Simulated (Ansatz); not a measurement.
# What a change of settings does to a run on Ge

The cell is a measured one (Crystallography Open Database entry 9011050); the temperature and pressure of the measurement aren't taken into account, and nothing was relaxed.

First run: DFT, LDA, all-electron LAPW, scalar-relativistic (Ansatz 0.2.0).

Command: `ansatz run input.yaml --threads 1 --pin off --max-ram 2048MiB --backend cpu --events-out ev --progress --plain --runs-dir out` The run took 28 s on 1 thread of Arm Neoverse V1, on a shared host, peak memory 0.38 GiB.

```yaml
crystal:
  lattice:
    - [0.0, 2.82877, 2.82877]
    - [2.82877, 0.0, 2.82877]
    - [2.82877, 2.82877, 0.0]
  atoms:
    - { symbol: Ge, position: [0.5, 0.5, 0.5] }
    - { symbol: Ge, position: [0.75, 0.75, 0.75] }
kpoints:
  mp_grid: { grid: [10, 10, 10] }
  band_path:
    path:
      - [0.0, 0.0, 0.0]
      - [0.5, 0.0, 0.5]
      - [0.625, 0.25, 0.625]
      - [0.375, 0.375, 0.75]
      - [0.0, 0.0, 0.0]
      - [0.5, 0.5, 0.5]
      - [0.5, 0.25, 0.75]
      - [0.5, 0.0, 0.5]
    npoints: 5
scf:
  occupations: { method: fermi_dirac, width: 0.05 }
hamiltonian:
  xc: lda
  pseudopotentials: { kind: all_electron, lapw: { basis_error: 0.00025 } }
output:
  forces: true
  stress: true
  eigenvalues: true
```

Result: converged; pressure -1.26 GPa; no gap on the k mesh; 6 SCF iterations.

The input is then changed:

```diff
@@ -21,5 +21,6 @@
     npoints: 5
 scf:
-  occupations: { method: fermi_dirac, width: 0.05 }
+  occupations: { method: methfessel_paxton, width: 0.025 }
+  algorithm: direct_min
 hamiltonian:
   xc: lda
```

**Question.** Predict the outcome of the changed run.

**Answer.** It converged; energy at zero smearing 0.0 meV/atom from the first run; pressure -1.29 GPa; no gap on the k mesh; 7 SCF iterations.
